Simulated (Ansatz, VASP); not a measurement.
# Cross-check of In13Ga19O48 (Ga1.2In0.8O3, beta-Ga2O3 type) between VASP and Ansatz, part 2 of 2

Wanted: the spread between two codes on one cell, functional and k mesh. The cell is invented: As first built, before any earlier steps moved the atoms (in the runner's words): 1x2x2 conventional cells of the Ga2O3 type (80 atoms: 48 O, 19 Ga, 13 In); Ga/In share their sites, the best of 600 random draws by like-pair counts in two shells; start lattice of Ga2O3; atoms moved at random by 0.02 A. It may not be a known or stable phase. The structure shown is the start of the Ansatz relaxation below; VASP solves that cell, so the two are compared at the walk's first step.

VASP 6.6.1 and Ansatz 0.2.0.

So far: The starting structure; Ansatz: relaxation, PBE.

## 3. VASP: single point, PBE, start cell

Level of this step: PBE; plane waves and PAW (O, Ga_d, In_d); invented cell (VASP).

The same cell, functional, mesh and smearing now go to VASP, with its own data sets.

Lines of VASP's logs that name or quote its potential files are left out, and so is its time.

Input file INCAR:

```
SYSTEM = In13Ga19O48
PREC = Accurate
ENCUT = 520
EDIFF = 1E-06
NELM = 120
ISMEAR = -1
SIGMA = 0.01
LREAL = Auto
ALGO = Normal
GGA = PE
NBANDS = 408
LORBIT = 11
LWAVE = .FALSE.
LCHARG = .FALSE.
ISIF = 2
ISYM = 0
LASPH = .TRUE.
GGA_COMPAT = .FALSE.
EFERMI = MIDGAP
KPAR = 4
```

Input file POSCAR:

```
In13Ga19O48
1.0
   12.2140000000      0.0000000000      0.0000000000
    0.0000000000      6.0742000000      0.0000000000
   -2.7719800000      0.0000000000     11.2600200000
O Ga In
48 19 13
Direct
    0.1651266929      0.9945342597      0.0561899535
    0.3346285307      0.2496131178      0.4426990361
    0.1731692179      0.9994896447      0.2814915071
    0.3282989488      0.2546343551      0.2186319385
    0.4952075581      0.0036548023      0.1269003075
    0.0040539099      0.2507161437      0.3721218968
    0.6632818632      0.2491356887      0.0546269012
    0.8350397157      0.9954068025      0.4450880194
    0.6705495907      0.2486747226      0.2843067774
    0.8270793592      0.0003951138      0.2162163122
    0.9997212774      0.2521155049      0.1261898291
    0.5004617476      0.0024200718      0.3692089357
    0.1644089688      0.0000000000      0.5562778752
    0.3356397356      0.2535642554      0.9435507219
    0.1746203844      0.0027822594      0.7817925723
    0.3266056681      0.2585525666      0.7184978357
    0.4973183540      0.0010865628      0.6264642514
    0.0013820427      0.2483289981      0.8714638162
    0.6672311786      0.2473247506      0.5552210387
    0.8337678631      0.0037535807      0.9490835718
    0.6713142197      0.2413651180      0.7819435489
    0.8263220032      0.0006585229      0.7182580493
    0.9954481532      0.2517368542      0.6280361847
    0.5071303632      0.9955055810      0.8741369909
    0.1640876715      0.4987817326      0.0513231770
    0.3374418692      0.7465180600      0.4447416612
    0.1733984631      0.5000493892      0.2814915071
    0.3271515836      0.7493826348      0.2183743901
    0.4951178595      0.4968061638      0.1262164721
    0.0026690988      0.7449376050      0.3712870847
    0.6655405058      0.7518356327      0.0578329346
    0.8344007022      0.5021072734      0.4440400639
    0.6722245337      0.7462875770      0.2818023414
    0.8271467616      0.4977280959      0.2168379807
    0.9969099630      0.7467485430      0.1299642452
    0.5036497544      0.5042145468      0.3741289980
    0.1631487195      0.5062724309      0.5549457283
    0.3356007294      0.7527081756      0.9453269177
    0.1758545566      0.5020249580      0.7829737425
    0.3268379433      0.7472753614      0.7187997890
    0.4946496162      0.4978927266      0.6298567853
    0.0070519937      0.7530868262      0.8731423212
    0.6649187637      0.7536136446      0.5579830231
    0.8368129676      0.4990286787      0.9457620857
    0.6755181303      0.7495966547      0.7779559894
    0.8263055302      0.4996707385      0.7194481004
    0.9981424225      0.7519673373      0.6284358287
    0.5002864341      0.5076717922      0.8652293690
    0.0885804384      0.0023048303      0.3969442328
    0.5899361825      0.2491850779      0.3990579058
    0.8414285235      0.2544861875      0.3438004551
    0.0895576292      0.0027164071      0.8975738942
    0.4095685485      0.2470284153      0.6020859643
    0.1564473452      0.2441803036      0.6589686342
    0.3409659428      0.9970201837      0.8417658228
    0.8435084738      0.2489545948      0.8439860675
    0.0914023845      0.5062065786      0.3953811805
    0.4104407591      0.7522801357      0.1046268124
    0.9101428468      0.4984524711      0.1037831194
    0.8401721668      0.7488064272      0.3419443305
    0.0919014703      0.4991933094      0.8975117273
    0.4095933158      0.7571367423      0.6055140222
    0.3398071100      0.4989134372      0.8412773690
    0.5914910628      0.7501234730      0.8960641278
    0.9119515876      0.4990945310      0.6030983959
    0.6583060784      0.4983866188      0.6571657954
    0.8392420144      0.7500082315      0.8448119986
    0.4106804039      0.2518356327      0.1022555910
    0.1596680852      0.2537618123      0.1572110884
    0.3424409406      0.9954726548      0.3475038233
    0.9079400406      0.0049553851      0.1021579003
    0.6572810551      0.9974646867      0.1579126858
    0.5909142226      0.2466168384      0.8982843725
    0.9107402789      0.0010865628      0.6047236151
    0.6587372270      0.9953244872      0.6567927943
    0.1583203765      0.7552599519      0.1539784121
    0.3456992060      0.5025023871      0.3458430802
    0.5928847194      0.7493497086      0.3975836633
    0.6618996364      0.4982384512      0.1599730729
    0.1622810878      0.7491027625      0.6571480335
```

Input file KPOINTS:

```
Points of the shifted mesh
12
Reciprocal
 0.2500000000  0.0000000000  0.2500000000 1
 0.2500000000  0.0000000000  0.7500000000 1
 0.2500000000  0.3333333333  0.2500000000 1
 0.2500000000  0.3333333333  0.7500000000 1
 0.2500000000  0.6666666667  0.2500000000 1
 0.2500000000  0.6666666667  0.7500000000 1
 0.7500000000  0.0000000000  0.2500000000 1
 0.7500000000  0.0000000000  0.7500000000 1
 0.7500000000  0.3333333333  0.2500000000 1
 0.7500000000  0.3333333333  0.7500000000 1
 0.7500000000  0.6666666667  0.2500000000 1
 0.7500000000  0.6666666667  0.7500000000 1
```

PAW data sets: O, Ga_d and In_d (PBE family, release 64).

Run with:

```console
> mpirun -np 8 vasp_std
```

Numbers of over 12 decimals in the logs are rounded to 6 here.

What it wrote:

```text
[banner, memory and clock lines left out]
running    8 mpi-ranks, on    1 nodes
[...]
|                                                                             |
|           W    W    AA    RRRRR   N    N  II  N    N   GGGG   !!!           |
|           W    W   A  A   R    R  NN   N  II  NN   N  G    G  !!!           |
|           W    W  A    A  R    R  N N  N  II  N N  N  G       !!!           |
|           W WW W  AAAAAA  RRRRR   N  N N  II  N  N N  G  GGG   !            |
|           WW  WW  A    A  R   R   N   NN  II  N   NN  G    G                |
|           W    W  A    A  R    R  N    N  II  N    N   GGGG   !!!           |
|                                                                             |
|     For optimal performance we recommend to set                             |
|       NCORE = 2 up to number-of-cores-per-socket                            |
|     NCORE specifies how many cores store one orbital (NPAR=cpu/NCORE).      |
|     This setting can greatly improve the performance of VASP for DFT.       |
|     The default, NCORE=1 might be grossly inefficient on modern             |
|     multi-core architectures or massively parallel machines. Do your        |
|     Unfortunately you need to use the default for GW and RPA                |
|     calculations (for HF NCORE is supported but not extensively tested      |
|     yet).                                                                   |
|                                                                             |

 LDA part: xc-table for (Slater+PW92), standard interpolation
 POSCAR, INCAR and KPOINTS ok, starting setup
[...]
entering main loop
       N       E                     dE             d eps       ncg     rms          rms(c)
DAV:   1     0.160321035044E+05    0.16032E+05   -0.24858E+05  9800   0.301E+03
DAV:   2     0.391738247281E+04   -0.12115E+05   -0.11452E+05  9792   0.928E+02
DAV:   3     0.141079097469E+03   -0.37763E+04   -0.35607E+04 11736   0.383E+02
DAV:   4    -0.458591835475E+03   -0.59967E+03   -0.58454E+03 11656   0.159E+02
[...]
DAV:  25    -0.429384303897E+03   -0.17840E-04   -0.13249E-04 10472   0.360E-02    0.627E-02
DAV:  26    -0.429384311395E+03   -0.74979E-05   -0.83925E-06 11104   0.112E-02    0.649E-02
DAV:  27    -0.429384310528E+03    0.86673E-06   -0.44801E-06  7032   0.945E-03
   1 F= -.42938431E+03 E0= -.42938431E+03  d E =0.000000E+00
```

Parts of OUTCAR (step 3):

```text
  FREE ENERGIE OF THE ION-ELECTRON SYSTEM (eV)
  ---------------------------------------------------
  free  energy   TOTEN  =      -429.3843105283 eV

  energy  without entropy=     -429.3843105283  energy(sigma->0) =     -429.38431053

[... 1 further part left out ...]
```

The run ends at a pressure of 46.92 GPa, with forces up to 7.8 eV/Å.

## 4. Comparison

Known differences besides the potentials themselves: the cutoff is 420 eV in Ansatz and 520 eV in VASP (PREC = Accurate, projectors in real space). Total energies have different zeros and are not compared.

Forces on 9 of the 80 atoms, those with the largest forces and the largest differences (eV/Å; atoms numbered as in POSCAR):

```csv
atom,"Ansatz x, y, z","VASP x, y, z"
O1,"1.564, 2.357, -5.734","1.584, 2.357, -5.766"
O10,"-2.042, 0.033, 5.621","-2.008, 0.037, 5.626"
O20,"-1.917, -0.322, -7.658","-1.921, -0.323, -7.591"
O23,"3.493, 4.685, 0.966","3.477, 4.686, 0.967"
O24,"-4.050, -4.546, -1.287","-4.039, -4.543, -1.289"
O25,"1.499, 0.357, -3.532","1.525, 0.360, -3.592"
O26,"-1.752, 0.239, 6.281","-1.778, 0.239, 6.322"
O29,"1.325, 6.559, 0.679","1.280, 6.520, 0.674"
In71,"1.072, -0.937, 1.639","1.023, -0.924, 1.567"
```

The forces differ by 18 meV/Å r.m.s., which is 0.9 % of the r.m.s. force of 1.996 eV/Å (both taken over all components). VASP's last cycles still show a density residual of 6e-03, so its state may not be settled.

## 5. Summary of results

| Item | Value |
| --- | --- |
| r.m.s. force difference (single point, PBE, start cell) | 0.92 % of the r.m.s. force |

In words: The r.m.s. force difference is 0.92 % of the r.m.s. force (single point, PBE, start cell), within the 3 % picked in this series as the mark of a large difference. VASP runs on this material, other cells of it included, that failed, so that no pair exists: single point, PBE (timeout). How closely two codes agree says nothing of how well the functional describes the real material.

[Lines on the potential files, build, host, timing and source positions are cut from VASP's logs without a mark.]

[Logs are printed without paths, hosts, clocks, repeated set-up lines and the standing remarks that a program may print on its own settings, such as how far it seeks lower states.]

[Hosts, paths, dates, database ids (printed as entryN), source tags and the programs' standing remarks are cut or masked in the printed files.]
